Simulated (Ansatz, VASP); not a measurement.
**Two plane-wave programs on Re**

File INCAR:

```
SYSTEM = Re
PREC = Accurate
ENCUT = 520
EDIFF = 1E-8
ISMEAR = -1
SIGMA = 0.05
LREAL = .False.
LASPH = .True.
NELM = 60
ALGO = Normal
ISIF = 2
LWAVE = .False.
LCHARG = .False.
GGA = PE
LEFG = .True.
NBANDS = 10
```

KPOINTS

```
regular mesh
0
Gamma
  14 14 14
  0 0 0
```

POSCAR

```
Re
1.0
    0.0000000000      1.9350255327      1.9350255327
    1.9350255327      0.0000000000      1.9350255327
    1.9350255327      1.9350255327      0.0000000000
Re
1
Direct
    0.0000000000      0.0000000000      0.0000000000
```

Input for Ansatz:

```yaml
crystal:
  lattice:
    - [0.0, 1.9350255327, 1.9350255327]
    - [1.9350255327, 0.0, 1.9350255327]
    - [1.9350255327, 1.9350255327, 0.0]
  atoms:
    - { symbol: Re, position: [0.0, 0.0, 0.0] }
kpoints:
  mp_grid: { grid: [14, 14, 14] }
scf:
  occupations: { method: fermi_dirac, width: 0.05 }
hamiltonian:
  xc: pbe
  pseudopotentials: { kind: paw }
output:
  forces: true
  stress: true
  eigenvalues: true
  efg: { contact_densities: true }
```

Change from the starting cell: volume scaled by 0.9405, PAW files.

Alike in both runs: task electric field gradients; functional PBE; k mesh 14 × 14 × 14; occupations fermi-dirac, width 0.05 eV; no spin polarisation.

```csv
,VASP,Ansatz
version,VASP 6.6.1,Ansatz 0.2.0
potentials or method,"VASP PAW PBE potentials, release 64 (Re)","PAW with Ansatz's default frozen-core files, scalar-relativistic"
plane-wave cutoff (eV),520,420
valence electrons in the cell,7,15
```

|  | VASP | Ansatz | Ansatz less VASP |
| --- | --- | --- | --- |
| pressure (GPa) | 13.1 | 13.4 | +0.32 |
| Vzz of the field gradient on the site that differs most (V/Å²) | 0.0 | 0.0 | 0.00 |

The two sets of potentials don't hold the same shells in valence. Ansatz warned: «gradients_without_spin_orbit».

Spin-orbit coupling is left out, which matters for the levels of Re.
